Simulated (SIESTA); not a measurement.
The system is Ge.

```
CELL_PARAMETERS angstrom
-2.49590 2.65086 1.43695
2.49590 -2.65086 1.43695
2.49590 2.65086 -1.43695
ATOMIC_POSITIONS crystal
Ge 0.31406 0.06406 0.25000
Ge 0.68594 0.93594 0.75000
```

This isn't the form of Ge at room conditions, which is diamond.

| Property | Result |
| --- | --- |
| Program | SIESTA 5.4.2 |
| Task | single point |
| Functional | PBE |
| Potentials or basis | PseudoDojo 0.4 standard (PBE files) |
| Basis | DZP (energy shift 0.003 Ry; two zetas on semicore shells) |
| Grid cutoff | 800 Ry |
| Energy shift | 0.003 Ry |
| k mesh | 11 × 11 × 11 |
| Occupations | fermi-dirac, width 0.05 eV |
| Spin | no spin polarisation |

On this cell: pressure 2.8 GPa; largest force 0.049 eV/Å; band gap on the k mesh none (metal or under the smearing width).

The same run follows on a disturbed copy (atoms moved at random, drawn with an rms of 0.05 Å):

```
Ge
1.0
    -2.49590    2.65086    1.43695
     2.49590   -2.65086    1.43695
     2.49590    2.65086   -1.43695
Ge
2
Cartesian
  -0.0545 1.3267 0.1384
  2.5130 1.3276 1.2763
```

Problem. What does the disturbed cell give?

Solution. The energy (extrapolated to zero smearing) moves by +6.0 meV/atom; pressure 2.9 GPa; largest force 0.220 eV/Å; band gap on the k mesh none (metal or under the smearing width).

Forces on the atoms (eV/Å):
```
Ge   0.210  0.005  0.064
Ge  -0.210 -0.005 -0.064
```

Stress tensor (GPa, compression positive):
```
 3.37 -0.01 -0.50
-0.01  3.15  0.00
-0.50  0.00  2.11
```

Caveats: the basis of atomic orbitals isn't converged, which shifts pressures, moduli and gaps.
